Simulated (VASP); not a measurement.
# C (diamond), LDA single-point calculation: Ansatz's output and VASP's

```
C
1.0
     0.00000    1.78012    1.78012
     1.78012    0.00000    1.78012
     1.78012    1.78012    0.00000
C
2
Cartesian
  0.0000 0.0000 0.0000
  0.8901 0.8901 0.8901
```

Ansatz printed

```
SCF 1 converged in 6 iterations: F = -485.976041 eV  dr2 = 5.12e-12
  greatest PAW one-centre occupation: 0.636 electrons in one spin orbital (limit 2), on the C atom at site 1 (counted from 0), in its partial waves of l = 0
NSCF: frozen V_eff on 7 k-points
SCF converged after 6 iterations
Free energy (F): -485.976041 eV
Harris-Foulkes:  -485.976041 eV  (|F-HF|=2.27e-13)
Internal energy: -485.976041 eV  (E = F + TS)
E sigma→0 (E₀):  -485.976041 eV
Fermi energy:    13.160198 eV
--- Per-component energies (eV) ---
  E_band       = 33.742881
  E_kinetic    = 184.811791
  E_local      = -123.942296  (includes V_loc(G=0)·N_el)
  E_nonlocal   = 55.447819
  E_hartree    = 26.483875
  E_xc         = -96.766411
  E_vxc        = -120.454831  (∫ρ·V_xc dr)
  E_paw        = -183.540671  (= ΣΔE_a)
  E_vpaw       = -15.087367  (= ΣTr[D̂ρ^β])
  E_aug_tail   = 0.000020  (compensation charges beyond the density's cutoff)
  E_ewald      = -348.595832
  E_core_change = 0.125665  (= ΣΔE_core)
  E_smearing   = -0.000000  (= −TS)
  E_closure    = -0.000000  (closes the sum)
  Σ components = -485.976041   (vs F -485.976041, Δ=0.00e0)
--- Forces (eV/Å), atoms counted from 1 ---
  atom   1  C     -0.00000000     0.00000000     0.00000000
  atom   2  C     -0.00000000     0.00000000     0.00000000
  max |Σ_I F_I| component: 1.48e-16 eV/Å
--- Stress (GPa, compression-positive) ---
      -10.784251      -0.000000       0.000000
        0.000000     -10.784251       0.000000
        0.000000      -0.000000     -10.784251
  P = ⅓ Tr σ = -10.7843 GPa (-107.843 kbar)
--- Band table (eV; the first three rows and the last of 72) ---
  k-point 0: bands = ["-8.2399", "13.1602", "13.1602", "13.1602", "18.7151", "18.7151", "18.7151", "26.7823"]
  k-point 1: bands = ["-8.0471", "11.9400", "12.8356", "12.8356", "19.1388", "19.1388", "19.4404", "26.9118"]
  k-point 2: bands = ["-7.4710", "9.4223", "12.1320", "12.1320", "20.0569", "20.0569", "20.5701", "27.2820"]
  k-point 71: bands = ["1.3445", "1.3445", "4.7484", "4.7484", "23.6301", "23.6301", "25.5436", "25.5436"]
```

Each program uses its own PAW datasets. VASP's cell holds 8 valence electrons and Ansatz's 8. LDA means the Perdew–Zunger form with relativistic exchange in VASP and the Perdew–Wang form in Ansatz. Ansatz's stress includes a Pulay correction; VASP's doesn't.

Problem. What does VASP give for the same cell and level of theory?

Solution. gap between bands v and c 4.12 eV; least direct gap 5.56 eV; pressure -9.3 GPa.

From OUTCAR

```
k-points           NKPTS =     72   k-points in BZ     NKDIM =     72   number of bands    NBANDS=     11

   NELECT =       8.0000    total number of electrons

   dimension x,y,z NGX =    20 NGY =   20 NGZ =   20
   dimension x,y,z NGXF=    40 NGYF=   40 NGZF=   40

  energy-cutoff  :      520.00
  volume of cell :       11.28
      direct lattice vectors                 reciprocal lattice vectors
     0.000000000  1.780124144  1.780124144    -0.280879287  0.280879287  0.280879287
     1.780124144  0.000000000  1.780124144     0.280879287 -0.280879287  0.280879287
     1.780124144  1.780124144  0.000000000     0.280879287  0.280879287 -0.280879287

 k-points in reciprocal lattice and weights: KPOINTS created by Atomic Simulation Env
   0.00000000  0.00000000  0.00000000       0.001
   0.08333333  0.00000000  0.00000000       0.005
   0.16666667  0.00000000  0.00000000       0.005
   0.25000000  0.00000000  0.00000000       0.005
   0.33333333  0.00000000  0.00000000       0.005
   0.41666667  0.00000000  0.00000000       0.005
   0.50000000  0.00000000  0.00000000       0.002
   0.08333333  0.08333333  0.00000000       0.003
   ...

 E-fermi :   9.8953

 k-point     1 :       0.0000    0.0000    0.0000
  band No.  band energies     occupation
      1     -11.5877      2.00000
      2       9.8039      2.00000
      3       9.8039      2.00000
      4       9.8040      2.00000
      5      15.3618      0.00000
      6      15.3618      0.00000
      7      15.3618      0.00000
      8      23.4856      0.00000
      9      28.8792      0.00000
     10      36.4949      0.00000
     11      36.4949      0.00000

 k-point     2 :       0.0833    0.0000    0.0000
  band No.  band energies     occupation
      1     -11.3948      2.00000
      2       8.5865      2.00000
      3       9.4802      2.00000
      4       9.4802      2.00000
      5      15.7853      0.00000
      6      15.7853      0.00000
      7      16.0862      0.00000
      8      23.6136      0.00000
      9      29.1896      0.00000
     10      34.2112      0.00000
     11      34.2112      0.00000

 k-point     3 :       0.1667    0.0000    0.0000
  band No.  band energies     occupation
      1     -10.8183      2.00000
      2       6.0702      2.00000
      3       8.7780      2.00000
      4       8.7780      2.00000
      5      16.7026      0.00000
      6      16.7026      0.00000
      7      17.2202      0.00000
      8      23.9769      0.00000
      9      29.8387      0.00000
     10      32.5940      0.00000
     11      32.5940      0.00000

 k-point     4 :       0.2500    0.0000    0.0000
  band No.  band energies     occupation
      1      -9.8662      2.00000
      2       3.2440      2.00000
      3       8.0549      2.00000
      4       8.0549      2.00000
      5      17.5546      0.00000
      6      17.5546      0.00000
      7      18.0476      0.00000
      8      24.4822      0.00000
      9      30.2731      0.00000
     10      32.1653      0.00000
     11      32.1653      0.00000

 k-point     5 :       0.3333    0.0000    0.0000
  band No.  band energies     occupation
      1      -8.5574      2.00000
      2       0.4655      2.00000
      3       7.4814      2.00000
      4       7.4814      2.00000
      5      18.0354      0.00000
      6      18.0354      0.00000
      7      18.5464      0.00000
      8      24.9418      0.00000
      9      30.5336      0.00000
     10      32.9829      0.00000
     11      32.9829      0.00000

 k-point     6 :       0.4167    0.0000    0.0000
  band No.  band energies     occupation
      1      -6.9577      2.00000
      2      -2.0578      2.00000
      3       7.1226      2.00000
      4       7.1226      2.00000
      5      18.1893      0.00000
      6      18.1893      0.00000
      7      18.8086      0.00000
      8      25.1965      0.00000
      9      31.0180      0.00000
     10      34.2768      0.00000
     11      34.6045      0.00000

 k-point     7 :       0.5000    0.0000    0.0000
  band No.  band energies     occupation
      1      -5.7147      2.00000
      2      -3.6145      2.00000
      3       7.0012      2.00000
      4       7.0012      2.00000
      5      18.2102      0.00000
      6      18.2102      0.00000
      7      18.8907      0.00000
      8      25.2596      0.00000
      9      31.4081      0.00000
     10      33.8242      0.00000
     11      35.6376      0.00000

 k-point     8 :       0.0833    0.0833    0.0000
  band No.  band energies     occupation
      1     -11.3305      2.00000
      2       8.8879      2.00000
      3       8.8879      2.00000
      4       9.2127      2.00000
      5      15.1696      0.00000
      6      16.4938      0.00000
      7      16.4938      0.00000
      8      23.5533      0.00000
      9      29.3078      0.00000
     10      32.1705      0.00000
     11      36.8211      0.00000

 ...

  Total       -0.6544593     -0.6544593     -0.6544593      0.0000000      0.0000000     -0.0000000
  in kB      -92.9420697    -92.9420697    -92.9420697      0.0000000      0.0000000     -0.0000000
  external PRESSURE =     -92.9420697 kB  Pullay stress =       0.0000000 kB

 POSITION                                       TOTAL-FORCE (eV/Angst)
 -----------------------------------------------------------------------------------
      0.00000      0.00000      0.00000         0.000000      0.000000      0.000000
      0.89006      0.89006      0.89006        -0.000000     -0.000000     -0.000000
 -----------------------------------------------------------------------------------
    total drift:                                0.000000      0.000000      0.000000

  FREE ENERGIE OF THE ION-ELECTRON SYSTEM (eV)
  ---------------------------------------------------
  free  energy   TOTEN  =       -20.2391753617 eV

  energy  without entropy=      -20.2391753617  energy(sigma->0) =      -20.23917536
```
